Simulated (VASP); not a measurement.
# Se (P3_221) in VASP: further runs

Runs on Se. Level: PBE. Tasks: single point.

Program: VASP 6.6.1. These are calculated values, not measurements. Logs are shortened: lines on timing, memory, paths and dates and some standing lists are left out, and cuts for length are marked.

### Step 1. The crystal as given

Symmetry: P3_221, No. 154, trigonal system. Conventional cell: a = 4.355 Å, b = 4.355 Å, c = 4.949 Å, α = 90.00°, β = 90.00°, γ = 120.00°. Se (site symmetry 2) is surrounded by 2 Se at 2.32 Å.

### Step 2. Single point, PBE

Input file INCAR:

```
SYSTEM = Se
PREC     = Accurate       ! precision mode
ENCUT    = 350            ! plane-wave cutoff, eV
EDIFF    = 1E-6           ! SCF threshold, eV
ISMEAR   = 0              ! smearing method
SIGMA    = 0.05           ! smearing width, eV
LREAL    = .FALSE.        ! projectors in reciprocal space
LASPH    = .TRUE.         ! aspherical terms in the spheres
NELM     = 100            ! most SCF steps
ALGO     = Normal         ! electronic algorithm
ISIF     = 2              ! what is computed and relaxed
LWAVE    = .FALSE.        ! write WAVECAR
LCHARG   = .FALSE.        ! write CHGCAR
GGA      = PE             ! functional
NBANDS   = 16             ! bands
ADDGRID  = .FALSE.
```

Input file KPOINTS:

```
Automatic mesh
0
G
  4 4 3
  0 0 0
```

Input file POSCAR:

```
Se
1.0
    4.3551700000      0.0000000000      0.0000000000
   -2.1775850000      3.7716878578      0.0000000000
    0.0000000000      0.0000000000      4.9494500000
Se
3
Direct
    0.7830000000      0.7830000000      0.5000000000
    0.0000000000      0.2170000000      0.8333333333
    0.2170000000      0.0000000000      0.1666666667
```

Potentials or basis: VASP PAW PBE potentials, release 64 (Se).

The run is started by

```sh
$ cat potpaw_PBE.64/Se/POTCAR > POTCAR
$ mpirun -np 1 vasp_std > vasp.out
```

OUTCAR:

```text
SYSTEM = Se
   PREC = Accurate
   ENCUT = 350
   EDIFF = 1E-6
   ISMEAR = 0
   LREAL = .FALSE.
   LASPH = .TRUE.
   NELM = 100
   ISIF = 2
   GGA = PE

 Found      9 irreducible k-points:

 Following reciprocal coordinates:
            Coordinates               Weight
  0.000000  0.000000  0.000000      1.000000
  0.250000  0.000000  0.000000      6.000000
  0.500000  0.000000  0.000000      3.000000
  0.250000  0.250000  0.000000      6.000000
  0.000000  0.000000  0.333333      2.000000
  0.250000  0.000000  0.333333      6.000000
   k-points           NKPTS =      9   k-points in BZ     NKDIM =      9   number of bands    NBANDS=     16
   number of dos      NEDOS =    301   number of ions     NIONS =      3
   total plane-waves  NPLWV =  23520
   dimension x,y,z NGX =    28 NGY =   28 NGZ =   30
   dimension x,y,z NGXF=    56 NGYF=   56 NGZF=   60
   ions per type =               3
   NGX,Y,Z   is equivalent  to a cutoff of  10.69, 10.69, 10.08 a.u.
   NGXF,Y,Z  is equivalent  to a cutoff of  21.38, 21.38, 20.15 a.u.
 SYSTEM =  Se
   PREC   = accura    normal or accurate (medium, high low for compatibility)
   ISTART =      0    job   : 0-new  1-cont  2-samecut
   ICHARG =      2    charge: 1-file 2-atom 10-const
   ISPIN  =      1    spin polarized calculation?
   LNONCOLLINEAR =      F non collinear calculations
   LSORBIT =      F    spin-orbit coupling
   LASPH  =      T    aspherical Exc in radial PAW
   ENCUT  =  350.0 eV  25.72 Ry    5.07 a.u.   6.64  6.64  7.55*2*pi/ulx,y,z
   NELM   =    100;   NELMIN=  2; NELMDL= -5     # of ELM steps
   EDIFF  = 0.1E-05   stopping-criterion for ELM
[... 18 lines left out ...]
     AMIX     =   0.40;   BMIX     =  1.00
     AMIX_MAG =   1.60;   BMIX_MAG =  1.00
  volume/ion in A,a.u.               =      27.10       182.88
  Fermi-wavevector in a.u.,A,eV,Ry     =   0.990375  1.871538 13.345178  0.980843
  Thomas-Fermi vector in A             =   2.122041
   LORBIT       =      0    0 simple, 1 ext, 2 COOP (PROOUT), +10 PAW based schemes
   GGA     = PE    functional components
[... 5 lines left out ...]
 non-spin polarized calculation
 Gauss-broadening in eV      SIGMA  =   0.05
  energy-cutoff  :      350.00
  volume of cell :       81.30
 maximum number of plane-waves:      1233
 NGX is ok and might be reduce to    28
   NGX = 13   NGY = 13   NGZ = 15

 number of electron      17.9999997 magnetization

 Free energy of the ion-electron system (eV)
  ---------------------------------------------------
  ext. energy  EPLUGINS =         0.00000000
  ---------------------------------------------------
  free energy    TOTEN  =       -10.37323022 eV

  energy without entropy =      -10.37323022  energy(sigma->0) =      -10.37323022

 E-fermi :   2.6803     XC(G=0):  -8.8317

 val. band max:        2.4464724064   @ k =   0.2500   0.2500   0.3333
 cond. band min:       4.2006864759   @ k =   0.0000   0.0000   0.3333
 fundamental gap:      1.7542140695
 Fermi energy:         2.6803364730

 k-point     1 :       0.0000    0.0000    0.0000
  band No.  band energies     occupation
      1     -13.3899      2.00000
      2      -9.0779      2.00000
      3      -9.0779      2.00000
      4      -1.2324      2.00000
      5      -1.2324      2.00000
      6      -1.0276      2.00000
[... 8 lines left out ...]
     15       9.1492      0.00000
     16      11.1157      0.00000

 k-point     2 :       0.2500    0.0000    0.0000
  band No.  band energies     occupation
      1     -13.1909      2.00000
      2      -9.2630      2.00000
      3      -9.0481      2.00000
      4      -2.2612      2.00000
      5      -1.7448      2.00000
      6      -0.8396      2.00000
[... 8 lines left out ...]
     15      10.6734      0.00000
     16      11.4692      0.00000

 k-point     3 :       0.5000    0.0000    0.0000
  band No.  band energies     occupation
      1     -12.9584      2.00000
      2      -9.5096      2.00000
      3      -9.0171      2.00000
      4      -2.6260      2.00000
      5      -2.0818      2.00000
      6      -0.6955      2.00000
[... 8 lines left out ...]
     15      12.4059      0.00000
     16      12.4690      0.00000

 k-point     4 :       0.2500    0.2500    0.0000
  band No.  band energies     occupation
      1     -12.9615      2.00000
      2      -9.3825      2.00000
      3      -9.1512      2.00000
      4      -2.4810      2.00000
      5      -2.2951      2.00000
      6      -0.4883      2.00000
[... 8 lines left out ...]
     15      11.5091      0.00000
     16      12.1178      0.00000

 k-point     5 :       0.0000    0.0000    0.3333
  band No.  band energies     occupation
      1     -12.8506      2.00000
      2     -11.3110      2.00000
      3      -6.9739      2.00000
      4      -2.2029      2.00000
      5      -0.8153      2.00000
      6      -0.8091      2.00000
[... 8 lines left out ...]
     15      10.5398      0.00000
     16      10.8098      0.00000

 k-point     6 :       0.2500    0.0000    0.3333
  band No.  band energies     occupation
      1     -12.6664      2.00000
      2     -11.2013      2.00000
      3      -7.3877      2.00000
      4      -2.6655      2.00000
      5      -1.8421      2.00000
      6      -0.8657      2.00000
[... 8 lines left out ...]
     15      10.0842      0.00000
     16      11.0929      0.00000

 [... further k-points ...]

------------------------ aborting loop because EDIFF is reached ----------------------------------------

  FORCE on cell =-STRESS in cart. coord.  units (eV):
  Direction    XX          YY          ZZ          XY          YZ          ZX
  --------------------------------------------------------------------------------------
  -------------------------------------------------------------------------------------
  Total        2.4592733      2.4592733      3.7562665     -0.0000000      0.0000000      0.0000000
  in kB       48.4640361     48.4640361     74.0234258     -0.0000000      0.0000000      0.0000000
  external PRESSURE =      56.9838327 kB  Pullay stress =       0.0000000 kB

 VOLUME and BASIS-vectors are now :
 -----------------------------------------------------------------------------
  energy-cutoff  :      350.00
  volume of cell :       81.30
      direct lattice vectors                 reciprocal lattice vectors
     4.355170000  0.000000000  0.000000000     0.229612162  0.132566644  0.000000000
    -2.177585000  3.771687858  0.000000000     0.000000000  0.265133287  0.000000000
     0.000000000  0.000000000  4.949450000     0.000000000  0.000000000  0.202042651

 POSITION                                       TOTAL-FORCE (eV/Angst)
 -----------------------------------------------------------------------------------
      1.70505      2.95323      2.47472        -0.582612     -1.009114     -0.000000
     -0.47254      0.81846      4.12454        -0.582612      1.009114      0.000000
      0.94507      0.00000      0.82491         1.165224     -0.000000      0.000000
 -----------------------------------------------------------------------------------
    total drift:                               -0.000000     -0.000000      0.000000

  FREE ENERGIE OF THE ION-ELECTRON SYSTEM (eV)
  ---------------------------------------------------
  free  energy   TOTEN  =       -10.3732302241 eV

  energy  without entropy=      -10.3732302241  energy(sigma->0) =      -10.37323022
```

stdout:

```text
POSCAR found type information on POSCAR Se
 POSCAR found :  1 types and       3 ions
 scaLAPACK will be used
 LDA part: xc-table for (Slater+PW92), standard interpolation
 POSCAR, INCAR and KPOINTS ok, starting setup
 FFT: planning ... GRIDC
 FFT: planning ... GRID_SOFT
 FFT: planning ... GRID
 WAVECAR not read
 entering main loop
```

It took 4.7 s on 1 thread of Intel Xeon 6975P-C (Granite Rapids), shared host; peak memory 0.15 GiB.

The run converged, but some of its settings lie outside the range that counts as converged, so its numbers aren't taken as properties of the crystal.

Results:

| Item | Value |
| --- | --- |
| Free energy | -10.3732 eV |
| Pressure | 5.7 GPa |
| Largest force | 1.165 eV/Å |
| Band gap on the k mesh | 1.75 eV, indirect (least direct gap 2.02 eV) |

Caveat: the k mesh is coarse (spacing up to 0.42 Å⁻¹), so the values aren't converged; an odd mesh through Γ misses points on the zone boundary, where band edges often lie; forces of over 1 eV/Å show positions far from the minimum, so gaps and moduli don't describe the material at rest.

### Step 3. Single point, PBE

Edit INCAR of step 2 so:

```diff
@@ -2,3 +2,3 @@
 PREC     = Accurate       ! precision mode
-ENCUT    = 350            ! plane-wave cutoff, eV
+ENCUT    = 400            ! plane-wave cutoff, eV
 EDIFF    = 1E-6           ! SCF threshold, eV
```

KPOINTS is that of step 2.

POSCAR is that of step 2.

Potentials or basis: VASP PAW PBE potentials, release 64 (Se).

The run is started by

```sh
$ cat potpaw_PBE.64/Se/POTCAR > POTCAR
$ mpirun -np 1 vasp_std > vasp.out
```

It took 4.6 s on 1 thread of Intel Xeon 6975P-C (Granite Rapids), shared host; peak memory 0.15 GiB.

The run converged, but some of its settings lie outside the range that counts as converged, so its numbers aren't taken as properties of the crystal.

What came out:

```yaml
Free_energy: -10.3737 eV
Pressure: 5.7 GPa
Largest_force: 1.165 eV/Å
Band_gap_on_the_k_mesh: 1.75 eV, indirect (least direct gap 2.02 eV)
```

Caveat: the k mesh is coarse (spacing up to 0.42 Å⁻¹), so the values aren't converged; an odd mesh through Γ misses points on the zone boundary, where band edges often lie; forces of over 1 eV/Å show positions far from the minimum, so gaps and moduli don't describe the material at rest.

### Step 4. Single point, PBE

Edit INCAR of step 3 so:

```diff
@@ -2,3 +2,3 @@
 PREC     = Accurate       ! precision mode
-ENCUT    = 400            ! plane-wave cutoff, eV
+ENCUT    = 500            ! plane-wave cutoff, eV
 EDIFF    = 1E-6           ! SCF threshold, eV
```

KPOINTS is that of step 3.

POSCAR is that of step 3.

The run is started by

```sh
$ cat potpaw_PBE.64/Se/POTCAR > POTCAR
$ mpirun -np 1 vasp_std > vasp.out
```

Wall time 5.5 s (1 thread of Intel Xeon 6975P-C (Granite Rapids), shared host); peak memory 0.17 GiB.

The run converged, but some of its settings lie outside the range that counts as converged, so its numbers aren't taken as properties of the crystal.

Results:

| Item | Value |
| --- | --- |
| Free energy | -10.3744 eV |
| Pressure | 5.7 GPa |
| Largest force | 1.164 eV/Å |
| Band gap on the k mesh | 1.75 eV, indirect (least direct gap 2.02 eV) |

Caveat: the k mesh is coarse (spacing up to 0.42 Å⁻¹), so the values aren't converged; an odd mesh through Γ misses points on the zone boundary, where band edges often lie; forces of over 1 eV/Å show positions far from the minimum, so gaps and moduli don't describe the material at rest.

### Step 5. Single point, PBE

Edit INCAR of step 4 so:

```diff
@@ -2,3 +2,3 @@
 PREC     = Accurate       ! precision mode
-ENCUT    = 500            ! plane-wave cutoff, eV
+ENCUT    = 600            ! plane-wave cutoff, eV
 EDIFF    = 1E-6           ! SCF threshold, eV
```

KPOINTS is that of step 4.

POSCAR is that of step 4.

The run is started by

```sh
$ cat potpaw_PBE.64/Se/POTCAR > POTCAR
$ mpirun -np 1 vasp_std > vasp.out
```

It took 7.1 s on 1 thread of Intel Xeon 6975P-C (Granite Rapids), shared host; peak memory 0.21 GiB.

The run converged, but some of its settings lie outside the range that counts as converged, so its numbers aren't taken as properties of the crystal.

What came out:

```
Free energy            : -10.3747 eV
Pressure               : 5.7 GPa
Largest force          : 1.163 eV/Å
Band gap on the k mesh : 1.75 eV, indirect (least direct gap 2.02 eV)
```

Caveat: the k mesh is coarse (spacing up to 0.42 Å⁻¹), so the values aren't converged; an odd mesh through Γ misses points on the zone boundary, where band edges often lie; forces of over 1 eV/Å show positions far from the minimum, so gaps and moduli don't describe the material at rest.

### Step 6. For comparison

An earlier run on the cell as given: functional PBE; potentials or basis VASP PAW PBE potentials, release 64 (Se); cutoff 520 eV; k mesh 7 × 7 × 6; occupations fermi-dirac, width 0.05 eV; no spin polarisation.

* Pressure: 5.7 GPa
* Largest force: 1.188 eV/Å
* Band gap on the k mesh: 1.16 eV, indirect (least direct gap 1.38 eV)
